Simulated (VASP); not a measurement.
# BN (F-43m) in VASP: notebook

Aim: see how the results for BN move with the level of theory and the settings. Levels: r2SCAN, HF, r2SCAN0. Tasks: single point.

Everything below comes from runs of VASP 6.6.1. Logs are shortened: lines on timing, memory, paths and dates and some standing lists are left out, and cuts for length are marked.

**The experiment to reproduce.**

From a printed reference work, monograph, for a bulk crystal of BN at 300 K: band gap 6.4 eV (indirect).

How close the calculation comes is told below.

## (1) The cell of the first run

The structure is cubic, space group F-43m (No. 216). The conventional cell has a = 3.610 Å, b = 3.610 Å, c = 3.610 Å, α = 90.00°, β = 90.00°, γ = 90.00°. B (site symmetry -43m) has 4 N at 1.56 Å within 2.1 Å. Within 2.1 Å of N (site symmetry -43m) lie 4 B at 1.56 Å.

## (2) Single point, r2SCAN

POSCAR

```
BN
1.0
    0.0000000000      1.8048245576      1.8048245576
    1.8048245576      0.0000000000      1.8048245576
    1.8048245576      1.8048245576      0.0000000000
B N
1 1
Direct
    0.0000000000      0.0000000000      0.0000000000
    0.2500000000      0.2500000000      0.2500000000
```

INCAR.step1

```
PREC = Accurate
ENCUT = 1460
ISMEAR = 0
SIGMA = 0.01
LREAL = False
LASPH = True
NELM = 120
NBANDS = 11
GGA = PE
ALGO = Normal
EDIFF = 1E-5
LWAVE = True
LCHARG = False
GGA_COMPAT = False
```

INCAR.step2

```
PREC = Accurate
ENCUT = 1460
EDIFF = 1E-6
ISMEAR = 0
SIGMA = 0.01
LREAL = False
LASPH = True
NELM = 120
ALGO = Normal
ISIF = 2
LWAVE = False
LCHARG = False
METAGGA = R2SCAN
LMIXTAU = True
NBANDS = 11
ISTART = 1
GGA_COMPAT = False
```

KPOINTS

```
regular mesh
0
Gamma
  10 10 10
```

Potentials or basis: VASP PAW PBE potentials, release 64 (B_h, N_h).

Command:

```console
cat potpaw_PBE.64/B_h/POTCAR potpaw_PBE.64/N_h/POTCAR > POTCAR
cp INCAR.step1 INCAR
mpirun -np 1 vasp_std > vasp.out
cp INCAR.step2 INCAR
mpirun -np 1 vasp_std > vasp.out
```

OUTCAR:

```text
PREC = Accurate
   ENCUT = 1460
   EDIFF = 1E-6
   ISMEAR = 0
   LREAL = False
   LASPH = True
   NELM = 120
   ISIF = 2
   METAGGA = R2SCAN
   ISTART = 1

 ion  position               nearest neighbor table
   1  0.000  0.000  0.000-
   2  0.250  0.250  0.250-

  LATTYP: Found a face centered cubic cell.
 ALAT       =     3.6096491152

  Lattice vectors:

 A1 = (   0.0000000000,   1.8048245576,   1.8048245576)
 A2 = (   1.8048245576,   0.0000000000,   1.8048245576)
 A3 = (   1.8048245576,   1.8048245576,   0.0000000000)

Analysis of symmetry for initial positions (statically):
=====================================================================
 Subroutine PRICEL returns:
 Original cell was already a primitive cell.

 Routine SETGRP: Setting up the symmetry group for a
 face centered cubic supercell.

 Subroutine GETGRP returns: Found 24 space group operations
 (whereof 24 operations were pure point group operations)
 out of a pool of 48 trial point group operations.

The static configuration has the point symmetry T_d .

Analysis of symmetry for dynamics (positions and initial velocities):
=====================================================================
 Subroutine PRICEL returns:
 Original cell was already a primitive cell.

 Routine SETGRP: Setting up the symmetry group for a
 face centered cubic supercell.

 Subroutine GETGRP returns: Found 24 space group operations
 (whereof 24 operations were pure point group operations)
 out of a pool of 48 trial point group operations.

The dynamic configuration has the point symmetry T_d .

 Subroutine INISYM returns: Found 24 space group operations
 (whereof 24 operations are pure point group operations),
 and found     1 'primitive' translations

----------------------------------------------------------------------------------------

                                     Primitive cell

  volume of cell :      11.7580

  direct lattice vectors                    reciprocal lattice vectors
     0.000000000  1.804824558  1.804824558    -0.277035238  0.277035238  0.277035238
     1.804824558  0.000000000  1.804824558     0.277035238 -0.277035238  0.277035238
     1.804824558  1.804824558  0.000000000     0.277035238  0.277035238 -0.277035238

  length of vectors
     2.552407367  2.552407367  2.552407367     0.479839107  0.479839107  0.479839107

  position of ions in fractional coordinates (direct lattice)
     0.000000000  0.000000000  0.000000000
     0.250000000  0.250000000  0.250000000

  ion indices of the primitive-cell ions
   primitive index   ion index
                 1           1
                 2           2

----------------------------------------------------------------------------------------

 KPOINTS: regular mesh

Automatic generation of k-mesh.
 Grid dimensions read from file:
 generate k-points for:   10   10   10

 Generating k-lattice:

  Cartesian coordinates                     Fractional coordinates (reciprocal lattice)
    -0.027703524  0.027703524  0.027703524     0.100000000  0.000000000  0.000000000
     0.027703524 -0.027703524  0.027703524     0.000000000  0.100000000  0.000000000
     0.027703524  0.027703524 -0.027703524     0.000000000  0.000000000  0.100000000

  Length of vectors
     0.047983911  0.047983911  0.047983911

  Shift w.r.t. Gamma in fractional coordinates (k-lattice)
     0.000000000  0.000000000  0.000000000

 Subroutine IBZKPT returns following result:
 ===========================================

 Found     47 irreducible k-points:

 Following reciprocal coordinates:
            Coordinates               Weight
  0.000000  0.000000  0.000000      1.000000
  0.100000  0.000000  0.000000      8.000000
  0.200000  0.000000  0.000000      8.000000
  0.300000  0.000000  0.000000      8.000000
  0.400000  0.000000  0.000000      8.000000
  0.500000  0.000000  0.000000      4.000000
[... 16 lines left out ...]
  0.300000  0.300000  0.000000      6.000000
  0.400000  0.300000  0.000000     24.000000
 [... further k-points ...]
   k-points           NKPTS =     47   k-points in BZ     NKDIM =     47   number of bands    NBANDS=     11
   number of dos      NEDOS =    301   number of ions     NIONS =      2
   total plane-waves  NPLWV =  32768
   dimension x,y,z NGX =    32 NGY =   32 NGZ =   32
   dimension x,y,z NGXF=    64 NGYF=   64 NGZF=   64
   ions per type =               1   1
   NGX,Y,Z   is equivalent  to a cutoff of  20.84, 20.84, 20.84 a.u.
   NGXF,Y,Z  is equivalent  to a cutoff of  41.69, 41.69, 41.69 a.u.
 SYSTEM =  unknown system
   PREC   = accura    normal or accurate (medium, high low for compatibility)
   ISTART =      1    job   : 0-new  1-cont  2-samecut
   ICHARG =      0    charge: 1-file 2-atom 10-const
   ISPIN  =      1    spin polarized calculation?
   LNONCOLLINEAR =      F non collinear calculations
   LSORBIT =      F    spin-orbit coupling
   LASPH  =      T    aspherical Exc in radial PAW
   ENCUT  = 1460.0 eV 107.31 Ry   10.36 a.u.   7.95  7.95  7.95*2*pi/ulx,y,z
   NELM   =    120;   NELMIN=  2; NELMDL=  0     # of ELM steps
   EDIFF  = 0.1E-05   stopping-criterion for ELM
   LREAL  =      F    real-space projection
   EDIFFG = 0.1E-04   stopping-criterion for IOM
   NSW    =      0    number of steps for IOM
   IBRION =     -1    ionic relax: 0-MD 1-quasi-New 2-CG
   NFREE  =      0    steps in history (QN), initial steepest desc. (CG)
   ISIF   =      2    stress and relaxation
   ISYM   =      2    0-nonsym 1-usesym 2-fastsym
   POTIM  = 0.5000    time-step for ionic-motion
   TEBEG  =    0.0;   TEEND  =   0.0 temperature during run
   PSTRESS=    0.0 pullay stress
   NELECT =       8.0000    total number of electrons
   NUPDOWN=      -1.0000    fix difference up-down
   EMIN   =  10.00;   EMAX   =-10.00  energy-range for DOS
   EFERMI =   0.00;   METHOD = LEGACY
   ISMEAR =     0;   SIGMA  =   0.01  broadening in eV -4-tet -1-fermi 0-gaus
   EFERMI_NEDOS =   21; number of points for ismear=-14 and -15
   IALGO  =     38    algorithm
   IMIX   =      4    mixing-type and parameters
     AMIX     =   0.40;   BMIX     =  1.00
     AMIX_MAG =   1.60;   BMIX_MAG =  1.00
  volume/ion in A,a.u.               =       5.88        39.67
  Fermi-wavevector in a.u.,A,eV,Ry     =   1.439881  2.720980 28.208365  2.073256
  Thomas-Fermi vector in A             =   2.558687
   LORBIT       =      0    0 simple, 1 ext, 2 COOP (PROOUT), +10 PAW based schemes
   METAGGA = R2SCAN    functional components
   LHFCALC =     F    Hartree Fock is set to
   AEXX    =    0.0000 exact exchange contribution
   IVDW    =     0    specifies the selected vdW correction
   LEPSILON=     F    determine dielectric tensor
   LRPA    =     F    only Hartree local field effects (RPA)
 non-spin polarized calculation
 Gauss-broadening in eV      SIGMA  =   0.01
  energy-cutoff  :     1460.00
  volume of cell :       11.76
 maximum number of plane-waves:      1524
   NGX = 15   NGY = 15   NGZ = 15

 number of electron       8.0000000 magnetization

 Free energy of the ion-electron system (eV)
  ---------------------------------------------------
  ext. energy  EPLUGINS =         0.00000000
  ---------------------------------------------------
  free energy    TOTEN  =       -19.20397381 eV

  energy without entropy =      -19.20397381  energy(sigma->0) =      -19.20397381

 E-fermi :   9.1409     XC(G=0): -13.7800

 val. band max:        8.9853346540   @ k =   0.0000   0.0000   0.0000
 cond. band min:      13.9833428319   @ k =   0.5000   0.5000   0.0000
 fundamental gap:      4.9980081779
 Fermi energy:         9.1408894325

 k-point     1 :       0.0000    0.0000    0.0000
  band No.  band energies     occupation
      1     -12.3489      2.00000
      2       8.9853      2.00000
      3       8.9853      2.00000
      4       8.9853      2.00000
      5      18.5570      0.00000
      6      18.5570      0.00000
      7      18.5570      0.00000
      8      20.1251      0.00000
      9      35.2146      0.00000
     10      37.7429      0.00000
     11      37.7429      0.00000

 k-point     2 :       0.1000    0.0000    0.0000
  band No.  band energies     occupation
      1     -12.0965      2.00000
      2       7.6581      2.00000
      3       8.7230      2.00000
      4       8.7230      2.00000
      5      18.8474      0.00000
      6      18.9615      0.00000
      7      18.9615      0.00000
      8      20.9574      0.00000
      9      34.9180      0.00000
     10      35.2427      0.00000
     11      35.2427      0.00000

 k-point     3 :       0.2000    0.0000    0.0000
  band No.  band energies     occupation
      1     -11.3547      2.00000
      2       4.8165      2.00000
      3       8.1308      2.00000
      4       8.1308      2.00000
      5      19.2118      0.00000
      6      19.7977      0.00000
      7      19.7977      0.00000
      8      22.7478      0.00000
      9      33.7287      0.00000
     10      33.7287      0.00000
     11      34.1748      0.00000

 k-point     4 :       0.3000    0.0000    0.0000
  band No.  band energies     occupation
      1     -10.1875      2.00000
      2       1.7293      2.00000
      3       7.5284      2.00000
      4       7.5284      2.00000
      5      19.5296      0.00000
      6      20.3816      0.00000
      7      20.3816      0.00000
      8      24.2823      0.00000
      9      33.6710      0.00000
     10      34.0521      0.00000
     11      34.0521      0.00000
[... 239 lines left out ...]
 k-point    22 :      -0.2000    0.2000    0.0000
  band No.  band energies     occupation
      1      -9.8007      2.00000
      2       2.5337      2.00000
      3       4.5397      2.00000
      4       7.6399      2.00000
      5      20.3473      0.00000
      6      20.8224      0.00000
      7      21.3991      0.00000
      8      23.6709      0.00000
      9      31.2566      0.00000
     10      32.8008      0.00000
     11      37.3603      0.00000

 k-point    23 :       0.3000    0.3000    0.0000
  band No.  band energies     occupation
      1      -9.4798      2.00000
      2       3.4674      2.00000
      3       5.1732      2.00000
      4       5.1732      2.00000
      5      15.7450      0.00000
      6      20.4709      0.00000
      7      24.8654      0.00000
      8      24.8654      0.00000
      9      28.9817      0.00000
     10      38.0929      0.00000
     11      42.0408      0.00000

 k-point    24 :       0.4000    0.3000    0.0000
  band No.  band energies     occupation
      1      -8.4476      2.00000
      2       1.8526      2.00000
      3       4.2898      2.00000
      4       4.7449      2.00000
      5      15.6942      0.00000
      6      20.3166      0.00000
      7      25.6500      0.00000
      8      25.7706      0.00000
      9      30.0668      0.00000
     10      37.7748      0.00000
     11      42.2174      0.00000

 [... further k-points ...]
[... 5 lines left out ...]
  --------------------------------------------------------------------------------------
  -------------------------------------------------------------------------------------
  Total       -0.0320507     -0.0320507     -0.0320507     -0.0000000      0.0000000     -0.0000000
  in kB       -4.3673016     -4.3673016     -4.3673016     -0.0000000      0.0000000     -0.0000000
  external PRESSURE =      -4.3673016 kB  Pullay stress =       0.0000000 kB

 VOLUME and BASIS-vectors are now :
 -----------------------------------------------------------------------------
  energy-cutoff  :     1460.00
  volume of cell :       11.76
      direct lattice vectors                 reciprocal lattice vectors
     0.000000000  1.804824558  1.804824558    -0.277035238  0.277035238  0.277035238
     1.804824558  0.000000000  1.804824558     0.277035238 -0.277035238  0.277035238
     1.804824558  1.804824558  0.000000000     0.277035238  0.277035238 -0.277035238

 POSITION                                       TOTAL-FORCE (eV/Angst)
 -----------------------------------------------------------------------------------
      0.00000      0.00000      0.00000        -0.000000     -0.000000     -0.000000
      0.90241      0.90241      0.90241         0.000000      0.000000      0.000000
 -----------------------------------------------------------------------------------
    total drift:                               -0.000000     -0.000000     -0.000000

  FREE ENERGIE OF THE ION-ELECTRON SYSTEM (eV)
  ---------------------------------------------------
  free  energy   TOTEN  =       -19.2039738134 eV

  energy  without entropy=      -19.2039738134  energy(sigma->0) =      -19.20397381
```

It took 48 s on 1 thread of Intel Xeon Platinum 8259CL at 2.50GHz (Skylake/Cascade Lake), shared host; peak memory 0.19 GiB.

What came out:

* Free energy: -19.2040 eV
* Pressure: -0.4 GPa
* Band gap on the k mesh: 5.00 eV (least direct gap 9.57 eV)

Levels at points of the mesh, in eV from the valence-band top:
```csv
k point,band 2,band 3,band 4,band 5,band 6,band 7
"(0.00, 0.00, 0.00)",0.00,0.00,0.00,9.57,9.57,9.57
"(0.50, 0.00, 0.00)",-11.11,-2.02,-2.02,10.85,11.51,11.51
"(0.50, 0.50, 0.00)",-9.34,-5.11,-5.11,5.00,9.84,19.36
```

Caveat: the PAW data sets were made with another functional, which shifts forces and pressure a little.

## (3) Single point, HF

POSCAR

```
BN
1.0
    0.0000000000      1.8048245554      1.8048245554
    1.8048245554      0.0000000000      1.8048245554
    1.8048245554      1.8048245554      0.0000000000
B N
1 1
Direct
    0.0000000000      0.0000000000      0.0000000000
    0.2500000000      0.2500000000      0.2500000000
```

INCAR.step1

```
SYSTEM = BN
ALGO = Normal
EDIFF = 1E-5
ENCUT = 520
GGA = PE
ISIF = 2
ISMEAR = 0
LASPH = .TRUE.
LCHARG = .FALSE.
LREAL = .FALSE.
LWAVE = .TRUE.
NBANDS = 11
NELM = 80
PREC = Accurate
SIGMA = 0.01
```

INCAR.step2

```
SYSTEM = BN
AEXX = 1.0
AGGAC = 0.0
ALDAC = 0.0
ALGO = Normal
EDIFF = 1E-6
ENCUT = 520
GGA = PE
ISIF = 2
ISMEAR = 0
ISTART = 1
LASPH = .TRUE.
LCHARG = .FALSE.
LHFCALC = .TRUE.
LREAL = .FALSE.
LWAVE = .FALSE.
NBANDS = 11
NELM = 80
PREC = Accurate
PRECFOCK = Normal
SIGMA = 0.01
```

KPOINTS

```
k-points
0
G
  8 8 8
  0 0 0
```

Potentials or basis: VASP PAW PBE potentials, release 64 (B, N).

Command:

```console
cat potpaw_PBE.64/B/POTCAR potpaw_PBE.64/N/POTCAR > POTCAR
cp INCAR.step1 INCAR
mpirun -np 1 vasp_std > vasp.out
cp INCAR.step2 INCAR
mpirun -np 1 vasp_std > vasp.out
```

Wall time 27 min (1 thread of Oxide Virtual Turin-like, shared host); peak memory 0.09 GiB.

Results (log left out):

* Free energy: -29.8919 eV
* Pressure: -3.4 GPa
* Band gap on the k mesh: 13.75 eV (least direct gap 19.44 eV)

Levels at points of the mesh, in eV from the valence-band top:
| k point | band 2 | band 3 | band 4 | band 5 | band 6 | band 7 |
| --- | --- | --- | --- | --- | --- | --- |
| (0.00, 0.00, 0.00) | 0.00 | 0.00 | 0.00 | 19.44 | 19.44 | 19.44 |
| (0.50, 0.00, 0.00) | -14.07 | -2.53 | -2.53 | 20.77 | 21.60 | 21.60 |
| (0.50, 0.50, 0.00) | -12.04 | -6.38 | -6.38 | 13.75 | 19.09 | 31.66 |

Caveat: the cell stands under tension; the PAW data sets were made with another functional, which shifts forces and pressure a little.

(Continued in part 2 of 2.)
